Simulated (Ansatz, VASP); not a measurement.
**Two plane-wave programs on NbSi**

```xyz
2
Lattice="0.0000 2.5566 2.5566 2.5566 0.0000 2.5566 2.5566 2.5566 0.0000" Properties=species:S:1:pos:R:3 pbc="T T T"
Nb    0.0000    0.0000    0.0000
Si    2.5566    2.5566    2.5566
```

The cell was built by a generator and needn't be a form met in nature.

Alike in both runs: task single point; functional PBE; k mesh 9 × 9 × 9; occupations fermi-dirac, width 0.05 eV; no spin polarisation.

|  | VASP | Ansatz |
| --- | --- | --- |
| version | VASP 6.6.1 | Ansatz 0.2.0 |
| potentials or method | VASP PAW PBE potentials, release 64 (Nb_sv, Si) | Ansatz PAW |
| plane-wave cutoff (eV) | 520 | 420 |
| valence electrons in the cell | 17 | 17 |

```tsv
	VASP	Ansatz	Ansatz less VASP
gap on the k mesh at the Fermi level (eV)	none	none	-
pressure (GPa)	3.0	3.1	+0.19
```

A gap of «none» marks a metal or a gap that the smearing closes.
